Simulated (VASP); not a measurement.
Wanted: the native input for a VASP 6.6.1 run.

```yaml
Task: relaxation of cell and atoms
Functional: r2SCAN
Potentials_or_basis: VASP PAW PBE potentials, release 64 (Zr_sv)
Cutoff: 600 eV
k_mesh: 9 × 9 × 12
Occupations: methfessel-paxton, width 0.1 eV
Spin: no spin polarisation
Further_INCAR_settings: ALGO = Normal; EDIFF = 1e-06; IBRION = 2; EDIFFG = -0.01; NSW = 90; ISIF = 3
```

The structure of Zr lies in POSCAR:

```
Zr
1.0
    5.0328000000      0.0000000000      0.0000000000
   -2.5164000000      4.3585326500      0.0000000000
    0.0000000000      0.0000000000      3.1324000000
Zr
3
Direct
    0.6666666700      0.3333333300      0.5000000000
    0.3333333300      0.6666666700      0.5000000000
    0.0000000000      0.0000000000      0.0000000000
```

The cell was built by a generator and needn't be a form met in nature.

These files were run (other wordings do the same):

INCAR

```
PREC = Accurate ; ENCUT = 600
EDIFF = 1E-6 ; ISMEAR = 1
SIGMA = 0.1 ; LREAL = F
LASPH = T ; NELM = 80
ALGO = Normal ; ISIF = 3
LWAVE = F ; LCHARG = F
METAGGA = R2SCAN ; LMIXTAU = T
IBRION = 2 ; NSW = 90
EDIFFG = -0.01
```

KPOINTS

```
Automatic mesh
0
Gamma
  9 9 12
```

Potentials or basis: VASP PAW PBE potentials, release 64 (Zr_sv).

Command:

```sh
$ cat potpaw_PBE.64/Zr_sv/POTCAR > POTCAR
$ mpirun -np 1 vasp_std > vasp.out
```

Results of the run:

| Item | Value |
| --- | --- |
| Relaxed volume | 23.14 Å³/atom |
| Relaxed cell | a = 5.035 Å, b = 5.035 Å, c = 3.162 Å, α = 90.00°, β = 90.00°, γ = 120.00° |
| Space group after relaxing (to 0.05 Å) | P6/mmm (No. 191) |
| Energy gained by relaxing | 1.4 meV/atom |
| Ionic steps | 4 |
| Pressure after relaxing | 0.0 GPa |
| Band gap on the k mesh | none (metal or under the smearing width) |

Caveat: the PAW data sets were made with another functional, which shifts forces and pressure a little.

Run time: 16 min on 1 thread of Intel(R) Xeon(R) Platinum 8488C (Sapphire Rapids), on a shared host, peak memory 0.29 GiB.
